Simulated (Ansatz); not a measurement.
Theory: Ansatz, DFT PBE, scalar-relativistic, plane waves, PAW. All cells share a 420 eV cutoff and Γ-centred k meshes spaced at most about 0.3 Å⁻¹ (about 0.25 or finer for metals, 2π included). No spin polarisation.

These are static total energies at zero pressure.

**Question.** Order these relaxed structures of Ga2S by energy, lowest first, with the energy over the lowest of them.
A.

```
Ga S
1.0
     1.80992    1.04496    5.30213
    -1.80992    1.04496    5.30213
     0.00000   -2.08991    5.30213
Ga S
2 1
Direct
  0.76872 0.76872 0.76872
  0.23128 0.23128 0.23128
  0.00000 0.00000 0.00000
```

B.

```
Ga S
1.0
     3.42727   -4.27959    0.00000
     3.42727    4.27959    0.00000
     0.00000    0.00000    4.87690
Ga S
4 2
Direct
  0.60328 0.39672 0.68584
  0.89672 0.10328 0.68584
  0.39672 0.60328 0.31416
  0.10328 0.89672 0.31416
  0.25000 0.25000 0.00000
  0.75000 0.75000 0.00000
```

C.

```
Ga S
1.0
     4.97505    0.00000    0.00000
     0.00000    7.47630    0.00000
     0.00000    0.00000    3.63591
Ga S
4 2
Direct
  0.18358 0.36918 0.00000
  0.81642 0.63082 0.00000
  0.68358 0.13082 0.50000
  0.31642 0.86918 0.50000
  0.00000 0.00000 0.00000
  0.50000 0.50000 0.50000
```

D.

```
Ga S
1.0
     2.19434   -3.01310    0.00000
     2.19434    3.01310    0.00000
     0.00000    0.00000    4.76209
Ga S
2 1
Cartesian
  1.0972 1.5065 1.6773
  1.0972 -1.5065 3.0848
  0.0000 0.0000 0.0000
```

**Answer.** B (0 meV/atom), D (67 meV/atom), A (109 meV/atom), C (248 meV/atom). Forms: B Cmme; D C222; A anti-cadmium chloride type, R-3m; C Pnnm. Counting S atoms around Ga (those within 1.25 times the shortest such distance or 1.15 times the sum of covalent radii, 1.27 where that leaves under three; a plus sign parts nearer from farther groups): B has Ga 2; D has Ga 2; A has Ga 3; C has Ga 2+1. All come from invented guesses.

Cells relaxed within their symmetry can be saddle points. Some candidate types were left out of the draw beforehand, so a known form may be missing.
